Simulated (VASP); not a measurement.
A calculation with VASP 6.6.1 of Si2Mo (ASE script, structure typed inline):

run.py

```python
from ase import Atoms
from ase.calculators.vasp import Vasp
from ase.dft.bandgap import bandgap

atoms = Atoms(
    ['Mo', 'Si', 'Si'],
    cell=[[-1.6, 1.6, 3.9305], [1.6, -1.6, 3.9305], [1.6, 1.6, -3.9305]],
    scaled_positions=[[0.0, 0.0, 0.0], [0.667, 0.667, 0.0], [0.333, 0.333, 0.0]],
    pbc=True,
)
calc = Vasp(
    directory='calc',
    xc='pbe',
    pp='PBE',
    setups='gw',
    prec='Accurate',
    encut=550,
    ediff=1e-06,
    ismear=0,
    sigma=0.1,
    lreal=False,
    lasph=True,
    nelm=60,
    algo='Normal',
    isif=2,
    lwave=False,
    lcharg=False,
    kpts=[12, 12, 12],
    gamma=True,
    nbands=18,
)
atoms.calc = calc

print('energy (eV):', atoms.get_potential_energy())
print('free energy (eV):', atoms.get_potential_energy(force_consistent=True))
print('forces (eV/A):')
print(atoms.get_forces())
print('stress (eV/A^3, Voigt):', atoms.get_stress())
print('Fermi level (eV):', calc.get_fermi_level())
gap, top, bottom = bandgap(calc)
print('band gap (eV):', gap, 'from (spin, k, band)', top, 'to', bottom)
```

Potentials or basis: VASP PAW PBE potentials, release 64 (Mo_sv_GW, Si_GW).

Run with:

```bash
$ python run.py
```

Write the same calculation in another form: native input, structure from a POSCAR.

As run:

File INCAR:

```
PREC = Accurate
ENCUT = 550
EDIFF = 1E-6
ISMEAR = 0
SIGMA = 0.1
LREAL = False
LASPH = True
NELM = 100
ALGO = Normal
ISIF = 2
LWAVE = False
LCHARG = False
GGA = PE
NBANDS = 18
```

The input KPOINTS:

```
regular mesh
0
Gamma
  12 12 12
```

File POSCAR:

```
Si2Mo
1.0
   -1.6000000000      1.6000000000      3.9305000000
    1.6000000000     -1.6000000000      3.9305000000
    1.6000000000      1.6000000000     -3.9305000000
Mo Si
1 2
Cartesian
    0.0000000000      0.0000000000      0.0000000000
    0.0000000000      0.0000000000      5.2432870000
    0.0000000000      0.0000000000      2.6177130000
```

Potentials or basis: VASP PAW PBE potentials, release 64 (Mo_sv_GW, Si_GW).

Command:

```console
$ cat potpaw_PBE.64/Mo_sv_GW/POTCAR potpaw_PBE.64/Si_GW/POTCAR > POTCAR
$ mpirun -np 1 vasp_std > vasp.out
```

Both were run:

|  | ASE script, structure typed inline | native input, structure from a POSCAR |
| --- | --- | --- |
| Pressure | 1.9 GPa | 1.9 GPa |
| Largest force | 0.276 eV/Å | 0.276 eV/Å |
| Band gap on the k mesh | none (metal or under the smearing width) | none (metal or under the smearing width) |

Keys that steer only the numerical path or the files written may differ.
